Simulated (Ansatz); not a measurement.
**AlN (wurtzite): which axis gives way under pressure?**

Cell and atoms of wurtzite AlN are relaxed at set pressures, to see how each axis shrinks. The real crystal leaves this structure near 21 GPa (arxiv:cond-mat/0301045), so the highest rows describe a metastable cell.

Calculated with Ansatz 0.2.0, PBEsol, PAW files of the set soft_1, cutoff 600 eV, Fermi–Dirac smearing 0.02 eV, k-mesh 10×10×6, no spin polarisation, no spin-orbit coupling.

Reference cell, relaxed at zero pressure with PBEsol (P6_3mc): a = 3.1135 Å, b = 3.1135 Å, c = 4.9834 Å, α = 90.00°, β = 90.00°, γ = 120.00°.

```csv
atom,x,y,z
Al,0.3333,0.6667,0.0010
Al,0.6667,0.3333,0.5010
N,0.6667,0.3333,0.1190
N,0.3333,0.6667,0.6190
```

| P (GPa) | a (Å) | c (Å) | c/a |
| --- | --- | --- | --- |
| −4.00 | 3.1336 | 5.0228 | 1.6029 |
| 0.00 | 3.1135 | 4.9834 | 1.6006 |
| 5.00 | 3.0907 | 4.9381 | 1.5977 |
| 10.00 | 3.0702 | 4.8961 | 1.5947 |
| 15.00 | 3.0515 | 4.8567 | 1.5915 |
| 20.00 | 3.0345 | 4.8191 | 1.5881 |

**Question.** Give the linear compressibility of each axis at zero pressure, and the edges at 30.00 GPa, a row left out above.

Least squares with l = l0 + l1 P + l2 P² gives for a: l0 = 3.1137 Å, l1 = −4.773e−3 Å/GPa, l2 = 4.10e−5 Å/GPa², so β = −l1/l0 = 1.533 × 10⁻³ GPa⁻¹ and the withheld edge is 3.0074 Å. This extrapolates past the fitted rows. The run itself gives 3.0048 Å, so the estimate misses by 0.0026 Å, more than the largest misfit of the fitted rows (0.0002 Å).

Least squares with l = l0 + l1 P + l2 P² gives for c: l0 = 4.9839 Å, l1 = −9.388e−3 Å/GPa, l2 = 5.83e−5 Å/GPa², so β = −l1/l0 = 1.884 × 10⁻³ GPa⁻¹ and the withheld edge is 4.7547 Å. This extrapolates past the fitted rows. The run itself gives 4.7479 Å, so the estimate misses by 0.0068 Å, more than the largest misfit of the fitted rows (0.0005 Å).

The compressibilities add to the volume compressibility, 2β_a + β_c = 4.949 × 10⁻³ GPa⁻¹, or B0 ≈ 202 GPa; a parabola over so wide a range errs a few per cent to the stiff side. The c axis is the softest, 1.2 times as compressible as a.

[Logs are printed without paths, hosts, clocks, repeated set-up lines and the standing remarks that a program may print on its own settings, such as how far it seeks lower states.]
